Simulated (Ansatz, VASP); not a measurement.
One calculation of BeH8, two programs

```
Be H
1.0
     0.00000    3.19794    3.19794
     3.19794    0.00000    3.19794
     3.19794    3.19794    0.00000
Be H
1 8
Direct
  0.00000 0.00000 0.00000
  0.79690 0.20310 0.20310
  0.20310 0.79690 0.79690
  0.20310 0.79690 0.20310
  0.79690 0.20310 0.79690
  0.20310 0.20310 0.79690
  0.79690 0.79690 0.20310
  0.25000 0.25000 0.25000
  0.50000 0.50000 0.50000
```

Alike in both runs: task single point; functional PBE; k mesh 6 × 6 × 6; occupations gaussian, width 0.1 eV; no spin polarisation.

|  | VASP | Ansatz |
| --- | --- | --- |
| version | VASP 6.6.1 | Ansatz 0.2.0 |
| potentials or method | VASP PAW PBE potentials, release 64 (Be, H) | scalar-relativistic, plane waves, PAW |
| plane-wave cutoff (eV) | 520 | 420 |
| valence electrons in the cell | 10 | 10 |

```tsv
	VASP	Ansatz	Ansatz less VASP
gap on the k mesh at the Fermi level (eV)	none	none	-
pressure (GPa)	1.0	1.1	+0.14
rms of the force components (eV/Å)	0.844	0.841	-0.0035
```

Atom by atom the forces differ by 0.003 eV/Å (rms over components). A gap of «none» marks a metal or a gap that the smearing closes.

Caveats: forces of over 1 eV/Å show positions far from the minimum, so gaps and moduli don't describe the material at rest.
